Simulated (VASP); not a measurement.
# Pd, energy difference of two geometries: which settings are enough?

Pd, Im-3m (no. 229), 1 atom in the cell. PBE, energy difference of two geometries; PAW potentials Pd (PBE set). VASP 6.6.1.

Wanted: energy difference within 0.125 meV/atom.

What the run is for: energy difference; Accuracy asked: tight; Second geometry: volume scaled by 0.96.

The series start from Plane-wave cutoff (eV): 320; Smearing width (eV): 0.1; k-point mesh: 16 × 16 × 16; Precision mode (PREC): Accurate; Electronic threshold (eV): 1e-6; Electronic algorithm: ALGO=Normal. Each series keeps the choices made before it, and each single choice may use up half of a tolerance. Times cover all steps of a run.

## Plane-wave cutoff (eV)

| Plane-wave cutoff (eV) | Energy difference (meV/atom) | Time (s) |
|---|---|---|
| 200 | -4.44 | 3.7 |
| 250 | 10.15 | 4.3 |
| 290 | 8.90 | 4.9 |
| 320 | 8.93 | 5.2 |
| 380 | 9.15 | 9.0 |
| 440 | 8.98 | 10 |
| 520 | 8.95 | 11 |
| 650 (reference) | 8.85 | 13 |

Chosen: 650; the next looser run is off by more than half of the tolerance, so convergence isn't shown beyond this value.

## Smearing width (eV)

| Smearing width (eV) | Energy difference (meV/atom) | Time (s) |
|---|---|---|
| 0.4 | 8.77 | 12 |
| 0.3 | 8.76 | 13 |
| 0.2 | 8.81 | 13 |
| 0.15 | 8.87 | 13 |
| 0.1 | 8.85 | 13 |
| 0.05 (reference) | 8.80 | 13 |

Chosen: 0.1, the loosest value from which every tighter one stays within half of the tolerance.

## k-point mesh

| k-point mesh | Energy difference (meV/atom) | Time (s) |
|---|---|---|
| 5 × 5 × 5 | 21.11 | 3.4 |
| 7 × 7 × 7 | 9.93 | 3.9 |
| 9 × 9 × 9 | 7.06 | 4.6 |
| 11 × 11 × 11 | 9.24 | 6.4 |
| 13 × 13 × 13 | 8.09 | 8.4 |
| 16 × 16 × 16 | 8.85 | 13 |
| 19 × 19 × 19 | 8.55 | 18 |
| 23 × 23 × 23 | 7.81 | 28 |
| 27 × 27 × 27 (reference) | 8.14 | 47 |

Chosen: 27 × 27 × 27; the next looser run is off by more than half of the tolerance, so convergence isn't shown beyond this value.

## Precision mode (PREC)

| Precision mode (PREC) | Energy difference (meV/atom) | Time (s) |
|---|---|---|
| SingleN | 8.09 | 36 |
| Normal | 8.14 | 35 |
| Single | 8.11 | 40 |
| Accurate (reference) | 8.14 | 47 |

Chosen: SingleN.

## Electronic threshold (eV)

| Electronic threshold (eV) | Energy difference (meV/atom) | Time (s) |
|---|---|---|
| 0.001 | 8.08 | 29 |
| 0.0001 | 8.08 | 29 |
| 1e-5 | 8.08 | 30 |
| 1e-6 | 8.09 | 36 |
| 1e-7 | 8.08 | 38 |
| 1e-8 (reference) | 8.08 | 41 |

Chosen: 0.001.

## Electronic algorithm

| Electronic algorithm | Energy difference (meV/atom) | Time (s) |
|---|---|---|
| ALGO=Normal | 8.08 | 29 |
| ALGO=Fast | 8.08 | 28 |
| ALGO=VeryFast | 8.08 | 40 |
| ALGO=All ISEARCH=1 | 8.08 | 29 |
| ALGO=All ISEARCH=0 | 8.08 | 29 |
| ALGO=Damped TIME=0.4 | 8.04 | 41 |
| ALGO=Damped TIME=0.1 | 8.00 | 48 |

Chosen: ALGO=Normal; no other choice that stays within half of the tolerance saves 30 % of the time.

## All choices together

| Input | Energy difference (meV/atom) | Time (s) |
|---|---|---|
| the program's defaults (naive) | -0.89 | 1.2 |
| chosen settings | 8.08 | 29 |
| reference settings throughout | 8.17 | 48 |

The chosen settings stay within the tolerance of the reference run, but the reference itself isn't shown to be converged in: Plane-wave cutoff (eV), k-point mesh.

## The input

INCAR:
```
SYSTEM = Pd
GGA = PE
ISMEAR = 1
SIGMA = 0.1
LWAVE = .False.
LCHARG = .False.
ISIF = 2
PREC = SingleN
LASPH = .True.
LREAL = .False.
ALGO = Normal
EDIFF = 0.001
NELM = 120
GGA_COMPAT = .False.
ENCUT = 650
```

KPOINTS:
```
Automatic mesh
0
Gamma
  27 27 27
  0 0 0
```

POSCAR.step1:
```
Pd
1.0
   -1.5722810000      1.5722810000      1.5722810000
    1.5722810000     -1.5722810000      1.5722810000
    1.5722810000      1.5722810000     -1.5722810000
Pd
1
Direct
    0.0000000000      0.0000000000      0.0000000000
```

POSCAR.step2:
```
Pd
1.0
   -1.5510313546      1.5510313546      1.5510313546
    1.5510313546     -1.5510313546      1.5510313546
    1.5510313546      1.5510313546     -1.5510313546
Pd
1
Direct
    0.0000000000      0.0000000000      0.0000000000
```

Commands (each step's output is kept before the next begins):
```
cat potpaw_PBE.64/Pd/POTCAR > POTCAR
cp POSCAR.step1 POSCAR
mpirun -np 1 vasp_std > vasp.out
cp POSCAR.step2 POSCAR
mpirun -np 1 vasp_std > vasp.out
```

The chosen input took VASP 6.6.1 29 s on 1 core (Intel Xeon 6975P-C (Granite Rapids)), a shared host.

## An input that fails: damping step far too long

The electronic loop stops at its limit of 83 steps.

Changes against the starting input:
```
- ALGO = Normal
- NELM = 120
+ ALGO = Damped
+ NELM = 83
+ TIME = 4.0
```
